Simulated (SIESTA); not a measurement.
Crystal: PbSe (Clausthalite).

```
Pb Se
1.0
     0.00000    3.06065    3.06065
     3.06065    0.00000    3.06065
     3.06065    3.06065    0.00000
Pb Se
1 1
Direct
  0.00000 0.00000 0.00000
  0.50000 0.50000 0.50000
```

Base run:

* Program: SIESTA 5.4.2
* Functional: vdW-DF-C09
* Potentials or basis: PseudoDojo 0.4 standard (PBE files)
* Basis: DZP (energy shift 0.003 Ry; two zetas on semicore shells)
* Grid cutoff: 500 Ry
* Energy shift: 0.003 Ry
* k mesh: 8 × 8 × 8
* Occupations: fermi-dirac, width 0.05 eV
* Spin: no spin polarisation

Its results: band gap on the k mesh 0.34 eV, direct; pressure 1.1 GPa.

Question: The run is repeated on the same cell with these changes: functional from vdW-DF-C09 to VV10. What comes out?

Answer: Band gap on the k mesh 0.33 eV, direct; pressure 4.3 GPa.

Caveats: the potentials were made for another functional, which shifts forces and pressure; spin-orbit coupling is left out, which as a rule narrows the gap of such compounds by several tenths of an eV; the basis of atomic orbitals isn't converged, which shifts pressures, moduli and gaps; the non-local part is tabulated coarsely and may be off by about a percent (some runs).

A k mesh can miss the band edges.
